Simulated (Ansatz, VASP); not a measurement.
SiGe in VASP and in Ansatz

File INCAR:

```
SYSTEM = SiGe
PREC = Accurate ; ENCUT = 520
EDIFF = 1E-6 ; ISMEAR = 0
SIGMA = 0.03 ; LREAL = .FALSE.
LASPH = .TRUE. ; NELM = 80
ALGO = Normal ; ISIF = 2
LWAVE = .FALSE. ; LCHARG = .FALSE.
GGA = PS ; NBANDS = 26
```

KPOINTS

```
regular mesh
0
G
  12 12 6
  0 0 0
```

Contents of POSCAR:

```
SiGe
1.0
    3.6706022106      0.0000000000      0.0000000000
   -1.8353011053      3.1788347615      0.0000000000
    0.0000000000      0.0000000000      7.2761576961
Si Ge
2 2
Direct
    0.6666666667      0.3333333333      0.8745463420
    0.3333333333      0.6666666667      0.3745463420
    0.6666666667      0.3333333333      0.5004526580
    0.3333333333      0.6666666667      0.0004526580
```

Input for Ansatz:

```yaml
crystal:
  lattice:
    - [3.6706022106, 0.0, 0.0]
    - [-1.8353011053, 3.1788347615, 0.0]
    - [0.0, 0.0, 7.2761576961]
  atoms:
    - { symbol: Si, position: [0.6666666667, 0.3333333333, 0.874546342] }
    - { symbol: Si, position: [0.3333333333, 0.6666666667, 0.374546342] }
    - { symbol: Ge, position: [0.6666666667, 0.3333333333, 0.500452658] }
    - { symbol: Ge, position: [0.3333333333, 0.6666666667, 0.000452658] }
basis:
  ecutwfc: 420
kpoints:
  mp_grid: { grid: [12, 12, 6] }
hamiltonian:
  xc: pbesol
scf:
  occupations: { method: gaussian, width: 0.03 }
output:
  forces: true
  stress: true
  eigenvalues: true
```

Alike in both runs: task single point; functional PBEsol; k mesh 12 × 12 × 6; occupations gaussian, width 0.03 eV; no spin polarisation.

|  | VASP | Ansatz |
| --- | --- | --- |
| version | VASP 6.6.1 | Ansatz 0.2.0 |
| potentials or method | VASP PAW PBE potentials, release 64 (Si, Ge_d) | scalar-relativistic, plane waves, PAW |
| plane-wave cutoff (eV) | 520 | 420 |
| valence electrons in the cell | 36 | 36 |

Ansatz gave:

```
gap on the k mesh at the Fermi level (eV)       : none
pressure (GPa)                                  : 3.7
largest component of the traceless stress (GPa) : 17.41
rms of the force components (eV/Å)              : 0.571
```

Problem. Estimate VASP's values.

Solution. gap on the k mesh at the Fermi level (eV): none; pressure (GPa): 3.7; largest component of the traceless stress (GPa): 17.46; rms of the force components (eV/Å): 0.567.

Atom by atom the forces differ by 0.004 eV/Å (rms over components). A gap of «none» marks a metal or a gap that the smearing closes. With one functional, cell and mesh, what is left measures potentials, basis and numerics.

Caveats: the PAW data sets were made with another functional, which shifts forces and pressure a little (VASP).
